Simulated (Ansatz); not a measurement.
Data:

NaBr (rock salt)

```xyz
4
Lattice="0.0000 6.0360 6.0360 3.0180 3.0180 6.0360 3.0180 3.0180 0.0000" Properties=species:S:1:pos:R:3 pbc="T T T"
Br     0.0000     0.0000     0.0000
Br     3.0180     6.0360     9.0540
Na     3.0180     9.0540     9.0540
Na     3.0180     6.0360     6.0360
```

A phonon eigenvector at X = (0.5, 0.5, 0.0) is frozen into this cell: atom i moves by Q times the vector below, so Q is the largest atomic displacement, in Å. The cell is held. (q is in reciprocal vectors of the primitive cell; the cell shown is doubled to hold the pattern.)

```tsv
atom	x	y	z
Br1	0.000	0.000	-0.231
Br2	0.000	0.000	0.231
Na3	0.000	0.000	1.000
Na4	0.000	0.000	-1.000
```

Level of theory: PBE (plane waves to 420 eV, PAW, scalar-relativistic; Ansatz, a quantum-chemistry and plane-wave program). k mesh 10×10×10 (Γ-centred), Fermi-Dirac smearing 0.05 eV. The energy includes the smearing's −TS. NaBr was relaxed with its symmetry unable to fall. ΔE is measured from the undisplaced structure.

The scan covers Q from -0.180 to 0.180 Å in 13 points.

Task: Which space group does the distorted structure have?

Result: P4/nmm (No. 129), lowered from Fm-3m.

Task: What is the energy change at Q = 0.180 Å?

Result: 65.8 meV/cell.

Task: What harmonic wavenumber does the curvature at Q = 0 give?

Result: 136 cm⁻¹.

(For displaced atoms, the force is minus the slope of the energy, and its curvature is a force constant, which sets phonon frequencies.)
